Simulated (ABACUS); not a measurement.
# Rh (Fm-3m) in ABACUS: a series of runs, part 2 of 2

ABACUS 3.10.1.

## 3. Band structure, SOGGA

The input, INPUT:

```
INPUT_PARAMETERS
suffix              Rh
calculation         nscf
basis_type          pw
pseudo_dir          ./
symmetry            -1
dft_functional      GGA_X_SOGGA+GGA_C_PBE
ecutwfc             89.0
pseudo_rcut         10
nspin               1
nbands              19
ks_solver           dav
smearing_method     fd
smearing_sigma      0.00367493
scf_thr             1e-08
scf_nmax            100
mixing_type         broyden
mixing_beta         0.7
init_chg            file
pw_diag_thr         1e-07
out_band            1
kpar                4
```

The input, STRU:

```
ATOMIC_SPECIES
Rh 102.9055 Rh.upf

LATTICE_CONSTANT
1.8897261246

LATTICE_VECTORS
0.0000000000 1.8978500000 1.8978500000
1.8978500000 0.0000000000 1.8978500000
1.8978500000 1.8978500000 0.0000000000

ATOMIC_POSITIONS
Direct

Rh
0.0
1
0.0000000000 0.0000000000 0.0000000000 1 1 1
```

The input, KPT:

```
K_POINTS
12
Line
0.00000000 0.00000000 0.00000000 10 // G
0.50000000 0.00000000 0.50000000 10 // X
0.50000000 0.25000000 0.75000000 10 // W
0.37500000 0.37500000 0.75000000 10 // K
0.00000000 0.00000000 0.00000000 10 // G
0.50000000 0.50000000 0.50000000 10 // L
0.62500000 0.25000000 0.62500000 10 // U
0.50000000 0.25000000 0.75000000 10 // W
0.50000000 0.50000000 0.50000000 10 // L
0.37500000 0.37500000 0.75000000 1 // K
0.62500000 0.25000000 0.62500000 10 // U
0.50000000 0.00000000 0.50000000 1 // X
```

Potentials or basis: PseudoDojo NC SR 0.4.1 PBE standard, plane waves.

Started as:

```console
$ OMP_NUM_THREADS=1 mpirun -np 4 abacus > log
```

running log:

```text
ABACUS v3.10.1

               Atomic-orbital Based Ab-initio Computation at UStc

 ------------------------------------------------------------------------------------

 READING GENERAL INFORMATION
                           global_out_dir = OUT.Rh/
                           global_in_card = INPUT
                               pseudo_dir = ./
                              orbital_dir =
                                    DSIZE = 4
                                    GSIZE = 1

 READING UNITCELL INFORMATION
                                    ntype = 1
                  lattice constant (Bohr) = 1.88973
              lattice constant (Angstrom) = 1

 READING ATOM TYPE 1
                               atom label = Rh
                      L=0, number of zeta = 1
                      L=1, number of zeta = 1
                      L=2, number of zeta = 1
             number of atom for this type = 1

                        TOTAL ATOM NUMBER = 1
DIRECT COORDINATES
    atom                   x                   y                   z     mag                  vx                  vy                  vz
taud_Rh1            0.0000000000        0.0000000000        0.0000000000  0.0000        0.0000000000        0.0000000000        0.0000000000

                          Volume (Bohr^3) = 92.2597
                             Volume (A^3) = 13.6715

 Lattice vectors: (Cartesian coordinate: in unit of a_0)
                   +0            +1.89785            +1.89785
             +1.89785                  +0            +1.89785
             +1.89785            +1.89785                  +0
 Reciprocal vectors: (Cartesian coordinate: in unit of 2 pi/a_0)
            -0.263456           +0.263456           +0.263456
            +0.263456           -0.263456           +0.263456
            +0.263456           +0.263456           -0.263456
 The esolver type has been set to : ksdft_pw

                PAO radial cut off (Bohr) = 10

 Read in pseudopotential file is Rh.upf
                     pseudopotential type = NC
          exchange-correlation functional = PBE
                 nonlocal core correction = 1
                        valence electrons = 17
                                     lmax = 2
                           number of zeta = 4
[... 5 lines left out ...]
                           L of projector = 2
                           L of projector = 2
 XC functional updated to : GGA_X_SOGGA+GGA_C_PBE
          exchange-correlation functional = GGA_X_SOGGA+GGA_C_PBE
     initial pseudo atomic orbital number = 10

 SETUP THE ELECTRONS NUMBER
            electron number of element Rh = 17
      total electron number of element Rh = 17
            AUTOSET number of electrons:  = 17
[... 99 lines left out ...]
 projector 3 L=1
 projector 4 L=1
 projector 5 L=2
 projector 6 L=2
      TOTAL NUMBER OF NONLOCAL PROJECTORS = 18

 Init Non-Local PseudoPotential table :
 Init Non-Local-Pseudopotential done.

                                     npwx = 1316

 Make real space PAO into reciprocal space.
       max mesh points in Pseudopotential = 1001
     dq(describe PAO in reciprocal space) = 0.01
                                    max q = 1136

 number of pseudo atomic orbitals for Rh is 4
WARNING: norm of atomic wavefunction # 3 of atomic type Rh is 0.999998, renormalized
WARNING: norm of atomic wavefunction # 4 of atomic type Rh is 0.999701, renormalized

 -------------------------------------------
 NONSELF-CONSISTENT
 -------------------------------------------
                                 init_chg = file
 try to read charge from file
 Read in the charge density: OUT.Rh//Rh-CHARGE-DENSITY.restart

 PW ALGORITHM --------------- ION=   1  ELEC=   1--------------------------------
 k(1/102) Iter steps (avg)=14 threshold=1e-07
 k(2/102) Iter steps (avg)=16 threshold=1e-07
 k(3/102) Iter steps (avg)=13 threshold=1e-07
 k(4/102) Iter steps (avg)=13 threshold=1e-07
 k(5/102) Iter steps (avg)=13 threshold=1e-07
 k(6/102) Iter steps (avg)=13 threshold=1e-07
 k(7/102) Iter steps (avg)=15 threshold=1e-07
 k(8/102) Iter steps (avg)=18 threshold=1e-07
 k(9/102) Iter steps (avg)=19 threshold=1e-07
 k(10/102) Iter steps (avg)=16 threshold=1e-07
[... 6 lines left out ...]
 k(17/102) Iter steps (avg)=20 threshold=1e-07
 k(18/102) Iter steps (avg)=18 threshold=1e-07
 k(19/102) Iter steps (avg)=20 threshold=1e-07
 k(20/102) Iter steps (avg)=18 threshold=1e-07
 k(21/102) Iter steps (avg)=19 threshold=1e-07
 k(22/102) Iter steps (avg)=18 threshold=1e-07
 k(23/102) Iter steps (avg)=17 threshold=1e-07
 k(24/102) Iter steps (avg)=16 threshold=1e-07
 k(25/102) Iter steps (avg)=18 threshold=1e-07
 k(26/102) Iter steps (avg)=17 threshold=1e-07
[... levels at 26 k points of this process ...]

 Density error is 0.00000000000
                          Error Threshold = 1.00000000000e-07
----------------------------------------------------------
     Energy           Rydberg                 eV
----------------------------------------------------------
 E_KohnSham     -234.0496084052      -3184.4082889792
 E_KS(sigma->0) -234.0486744568      -3184.3955819596
 E_Harris       -234.0496084052      -3184.4082889792
 E_band         -5.8513028935        -79.6110600751
 E_one_elec     -49.3528654476       -671.4801827142
 E_Hartree      37.3579924613        508.2815633148
 E_xc           -37.3245940380       -507.8271544542
 E_Ewald        -184.7282734841      -2513.3571010863
 E_entropy(-TS) -0.0018678968        -0.0254140393
 E_descf        0.0000000000         0.0000000000
 E_exx          0.0000000000         0.0000000000
 E_Fermi        1.7026743999         23.1660736779
----------------------------------------------------------

 charge density convergence is achieved
 final etot is -3184.4082890 eV
 EFERMI = 23.166073678 eV

 STATE ENERGY(eV) AND OCCUPATIONS    NSPIN == 1
 1/26 kpoint (Cartesian) = 0.0000 0.0000 0.0000 (1291 pws)
       1       -56.1682      0.0196078
       2       -23.6250      0.0196078
       3       -23.6250      0.0196078
       4       -23.6250      0.0196078
       5        14.5624      0.0196078
       6        19.5969      0.0196078
[... 104 lines left out ...]
       6        17.9591      0.0196078
[... 11 lines left out ...]
      18        57.3031        0.00000
      19        58.1133        0.00000

[... levels at 20 further k points ...]

 --------------------------------------------
 !FINAL_ETOT_IS -3184.408288979198 eV
 --------------------------------------------

 Output bands in file: OUT.Rh/BANDS_1.dat
```

Wall time 2.1 s (4 MPI ranks of Intel Xeon Platinum 8375C at 2.90GHz (Ice Lake), shared host); peak memory 0.36 GiB.

Levels at the corners of the path, in eV from the Fermi level:
```csv
point,band 5,band 6,band 7,band 8,band 9,band 10,band 11,band 12
Γ,-8.21,-3.17,-3.17,-3.17,-1.02,-1.02,15.94,21.42
X,-6.48,-6.10,0.54,0.96,0.96,3.07,12.22,13.23
W,-5.16,-3.93,-3.93,-1.25,0.97,9.52,9.52,11.21
K,-5.66,-4.91,-2.18,-0.73,0.34,7.77,8.51,11.98
Γ,-8.21,-3.17,-3.17,-3.17,-1.02,-1.02,15.94,21.42
L,-6.29,-3.24,-3.24,0.50,0.55,0.55,8.59,15.41
U,-5.66,-4.91,-2.18,-0.73,0.34,7.77,8.51,11.98
W,-5.16,-3.93,-3.93,-1.25,0.97,9.52,9.52,11.21
L,-6.29,-3.24,-3.24,0.50,0.55,0.55,8.59,15.41
K,-5.66,-4.91,-2.18,-0.73,0.34,7.77,8.51,11.98
U,-5.66,-4.91,-2.18,-0.73,0.34,7.77,8.51,11.98
X,-6.48,-6.10,0.54,0.96,0.96,3.07,12.22,13.23
```

Caveat: the density is read from an earlier self-consistent run, whose mesh may be coarse; the potentials were made for another functional, which shifts forces and pressure.

## 4. Equation of state, SOGGA, 12.85 Å³/atom (volume scaled by 0.94)

The input, run_abacus.py:

```python
"""ABACUS run from a structure file: ASE reads it, the script writes STRU, KPT and INPUT."""
import re
import subprocess
from ase.io import read
from ase.units import Bohr

atoms = read("Rh.xyz")
atoms = atoms[(-atoms.numbers).argsort(kind="stable")]  # ABACUS lists atoms element by element
pseudo = {'Rh': 'Rh.upf'}
orbital = {}
magmoms = None
kmesh = [10, 10, 10]
params = {
    'suffix': 'Rh',
    'calculation': 'scf',
    'basis_type': 'pw',
    'pseudo_dir': './',
    'symmetry': 1,
    'dft_functional': 'GGA_X_SOGGA+GGA_C_PBE',
    'ecutwfc': 89,
    'pseudo_rcut': 10,
    'nspin': 1,
    'nbands': 13,
    'ks_solver': 'dav',
    'smearing_method': 'fd',
    'smearing_sigma': 0.00367493,
    'scf_thr': 1e-08,
    'scf_nmax': 100,
    'mixing_type': 'broyden',
    'mixing_beta': 0.7,
    'cal_force': 1,
    'cal_stress': 1,
    'kpar': 4,
}

symbols = atoms.get_chemical_symbols()
elements = list(dict.fromkeys(symbols))
lines = ["ATOMIC_SPECIES"] + [f"{e} {atoms.get_masses()[symbols.index(e)]:.4f} {pseudo[e]}" for e in elements]
if orbital:
    lines += ["", "NUMERICAL_ORBITAL"] + [orbital[e] for e in elements]
lines += ["", "LATTICE_CONSTANT", f"{1 / Bohr:.10f}", "", "LATTICE_VECTORS"]
lines += [" ".join(f"{x:.10f}" for x in v) for v in atoms.cell]
lines += ["", "ATOMIC_POSITIONS", "Direct"]
for e in elements:
    lines += ["", e, "0.0", str(symbols.count(e))]
    for i, p in enumerate(atoms.get_scaled_positions(wrap=False)):
        if symbols[i] == e:
            mag = "" if magmoms is None else " mag " + " ".join(str(x) for x in (magmoms[i] if isinstance(magmoms[i], list) else [magmoms[i]]))
            lines.append(" ".join(f"{x:.10f}" for x in p) + " 1 1 1" + mag)
open("STRU", "w").write("\n".join(lines) + "\n")
open("KPT", "w").write("K_POINTS\n0\nGamma\n%d %d %d 0 0 0\n" % tuple(kmesh))
open("INPUT", "w").write("INPUT_PARAMETERS\n" + "".join(f"{k:<20s}{v}\n" for k, v in params.items()))

done = subprocess.run(['mpirun', '-np', '4', 'abacus'])
if done.returncode:
    raise SystemExit(done.returncode)
log = open("OUT.Rh/running_scf.log").read()
print("final energy (eV):", re.findall(r"FINAL_ETOT_IS (\S+)", log))
```

The input, Rh.xyz:

```xyz
1
Lattice="0.0000000000 1.8591074964 1.8591074964 1.8591074964 0.0000000000 1.8591074964 1.8591074964 1.8591074964 0.0000000000" Properties=species:S:1:pos:R:3 pbc="T T T"
Rh     0.0000000000      0.0000000000      0.0000000000
```

Started as:

```console
$ OMP_NUM_THREADS=1 python run_abacus.py > log
```

Wall time 3.5 s (4 MPI ranks of Intel Xeon Platinum 8375C at 2.90GHz (Ice Lake), shared host); peak memory 0.36 GiB.

Results (log left out):

* Free energy: -3184.9838 eV
* Pressure: 14.0 GPa
* Band gap on the k mesh: none (metal or under the smearing width)

Caveat: the potentials were made for another functional, which shifts forces and pressure.

## 5. Equation of state, SOGGA, 13.40 Å³/atom (volume scaled by 0.98)

run_abacus.py is that of step 4.

The input, Rh.xyz:

```xyz
1
Lattice="0.0000000000 1.8851123679 1.8851123679 1.8851123679 0.0000000000 1.8851123679 1.8851123679 1.8851123679 0.0000000000" Properties=species:S:1:pos:R:3 pbc="T T T"
Rh     0.0000000000      0.0000000000      0.0000000000
```

Started as:

```console
$ OMP_NUM_THREADS=1 python run_abacus.py > log
```

It took 2.2 s on 4 MPI ranks of Intel Xeon Platinum 8375C at 2.90GHz (Ice Lake), shared host; peak memory 0.36 GiB.

It converged, with:

```
Free energy            : -3185.0068 eV
Pressure               : -0.2 GPa
Band gap on the k mesh : none (metal or under the smearing width)
```

Caveat: the potentials were made for another functional, which shifts forces and pressure.

## 6. Equation of state, SOGGA, 13.94 Å³/atom (volume scaled by 1.02)

run_abacus.py is that of step 5.

The input, Rh.xyz:

```xyz
1
Lattice="0.0000000000 1.9104189093 1.9104189093 1.9104189093 0.0000000000 1.9104189093 1.9104189093 1.9104189093 0.0000000000" Properties=species:S:1:pos:R:3 pbc="T T T"
Rh     0.0000000000      0.0000000000      0.0000000000
```

Potentials or basis: PseudoDojo NC SR 0.4.1 PBE standard, plane waves.

Started as:

```console
$ OMP_NUM_THREADS=1 python run_abacus.py > log
```

Wall time 2.3 s (4 MPI ranks of Intel Xeon Platinum 8375C at 2.90GHz (Ice Lake), shared host); peak memory 0.36 GiB.

The run converged. Its results:

```
Free energy            : -3184.9870 eV
Pressure               : -11.2 GPa
Band gap on the k mesh : none (metal or under the smearing width)
```

Caveat: the potentials were made for another functional, which shifts forces and pressure.

## 7. Equation of state, SOGGA, 14.49 Å³/atom (volume scaled by 1.06)

run_abacus.py is that of step 6.

The input, Rh.xyz:

```xyz
1
Lattice="0.0000000000 1.9350721950 1.9350721950 1.9350721950 0.0000000000 1.9350721950 1.9350721950 1.9350721950 0.0000000000" Properties=species:S:1:pos:R:3 pbc="T T T"
Rh     0.0000000000      0.0000000000      0.0000000000
```

Started as:

```console
$ OMP_NUM_THREADS=1 python run_abacus.py > log
```

It took 2.2 s on 4 MPI ranks of Intel Xeon Platinum 8375C at 2.90GHz (Ice Lake), shared host; peak memory 0.36 GiB.

Results (log left out):

| Quantity | Value |
| --- | --- |
| Free energy | -3184.9337 eV |
| Pressure | -19.8 GPa |
| Band gap on the k mesh | none (metal or under the smearing width) |

Caveat: the potentials were made for another functional, which shifts forces and pressure.

## 8. Equation of state, SOGGA

This step only gathers the single runs of the series.

Results:

```yaml
Equilibrium_volume: 13.40 Å³/atom
Bulk_modulus: 307 GPa
Pressure_derivative_of_the_bulk_modulus: "5.1 (rough: it moves with the points fitted)"
```

Energy against volume, from the lowest point:
```
volume (Å³/atom)  energy (meV/atom)
          12.851              23.03
          13.398               0.00
          13.945              19.86
          14.492              73.09
```

Caveat: the potentials were made for another functional, which shifts forces and pressure.

## 9. Against experiment

Step 8. Against the measured bulk modulus of Rh, 264 GPa (quoted in “Thermal equation of state of rhodium characterized by XRD in a resistively heated diamond anvil cell”, 2024, pmc:11535440), the calculated 307 GPa is off by +16.1 %. The fit is for a static lattice scaled at fixed shape and fixed fractional positions.
